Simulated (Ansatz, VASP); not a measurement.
One calculation of Fe, two programs

```
Fe
1.0
     2.29480    0.00000    0.00000
     0.00000    2.29480    0.00000
     0.00000    0.00000    2.29480
Fe
1
Direct
  0.00000 0.00000 0.00000
```

Alike in both runs: task single point; functional PBEsol; k mesh 16 × 16 × 16; occupations fermi-dirac, width 0.1 eV; no spin polarisation.

|  | VASP | Ansatz |
| --- | --- | --- |
| version | VASP 6.6.1 | Ansatz 0.2.0 |
| potentials or method | VASP PAW PBE potentials, release 64 (Fe) | plane waves (420 eV) with PAW, scalar-relativistic |
| plane-wave cutoff (eV) | 520 | 420 |
| valence electrons in the cell | 8 | 16 |

VASP gave:

| Item | Value |
| --- | --- |
| pressure (GPa) | -15.5 |

Task: What did Ansatz give for the same quantities?

Result: Pressure (GPa): -15.0.

With one functional, cell and mesh, what is left measures potentials, basis and numerics. The two sets of potentials don't hold the same shells in valence. Ansatz warned: «pseudo_functional_mismatch».

Caveats: so large a pressure means that the cell lies far from this level's equilibrium, or that cutoff or potentials fall short (VASP); the potentials were made for another functional, which shifts forces and pressure (VASP); the run has no spin polarisation, though such a crystal can be magnetic. Spin polarisation is off, so any magnetic state and its effect on volume and gap are missing.
